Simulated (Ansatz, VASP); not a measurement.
**Fe: VASP beside Ansatz**

```
Fe
1.0
     0.00000    2.47172    2.47172
     2.47172    0.00000    2.47172
     2.47172    2.47172    0.00000
Fe
2
Direct
  0.12500 0.12500 0.12500
  0.87500 0.87500 0.87500
```

The cell was built by a generator and needn't be a form met in nature.

Alike in both runs: functional BLYP; k mesh 11 × 11 × 11; occupations fermi-dirac, width 0.1 eV; no spin polarisation.

Ansatz relaxed the structure, and its values are those at the end. VASP's run is a single point on that final structure, the one shown.

```csv
,VASP,Ansatz
version,VASP 6.6.1,Ansatz 0.2.0
potentials or method,"VASP PAW PBE potentials, release 64 (Fe)","plane waves (420 eV) with PAW, scalar-relativistic"
plane-wave cutoff (eV),520,420
valence electrons in the cell,16,32
```

|  | VASP | Ansatz | Ansatz less VASP |
| --- | --- | --- | --- |
| pressure (GPa) | -0.9 | 0.0 | +0.88 |

The two sets of potentials don't hold the same shells in valence.

Caveats: the PAW data sets were made with another functional, which shifts forces and pressure a little (VASP); the run has no spin polarisation, though such a crystal can be magnetic. Spin polarisation is off, so any magnetic state and its effect on volume and gap are missing.
